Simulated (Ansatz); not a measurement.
**Re: pressure against volume**

Re, P6_3/mmc, a = 2.775 Å, c = 4.484 Å. Ansatz: PBE, PAW, 420 eV, Γ-centred 18×18×10 mesh on 2 atoms, Gaussian smearing 0.10 eV; no spin polarisation. Shape and atoms are relaxed at each volume; pressure is positive in compression.

| V (Å³/atom) | P (GPa) |
| --- | --- |
| 13.157 | ? |
| 13.605 | 42.26 |
| 14.054 | 25.84 |
| 14.502 | 11.87 |
| 14.951 | -0.01 |
| 15.399 | -10.10 |
| 15.848 | -18.66 |
| 16.446 | -28.05 |

Take V0 = 14.951 Å³/atom, count pressures from its P0 = -0.01 GPa, fit the third-order Birch–Murnaghan form to the other rows, and predict the missing pressure.

With the Eulerian strain f = ½[(V0/V)^(2/3) − 1] and y = (P − P0)/[3f(1 + 2f)^(5/2)], the form is the line y = B0 + 1.5 B0 (B0′ − 4) f. Rows (f, y): 0.03246, 370.9; 0.02105, 369.2; 0.01027, 366.5; -0.00975, 362.4; -0.01905, 359.6; -0.03078, 355.9. Means f = 0.0007000, y = 364.08; Σ(Δf)² = 0.003005, ΣΔfΔy = 0.7075; the slope is their ratio. y = 363.9 + 235.5 f GPa, so B0 = 363.9 GPa and B0′ = 4 + 2 × (235.5)/(3 × 363.9) = 4.43. At V = 13.157, f = 0.04448, y = 374.38 and P = 61.81 GPa. The run gave 61.60 GPa, so the fit is 0.21 GPa too high, a small miss on the scale of the series.

Spin–orbit coupling is left out, which can shift energies with elements as heavy as these.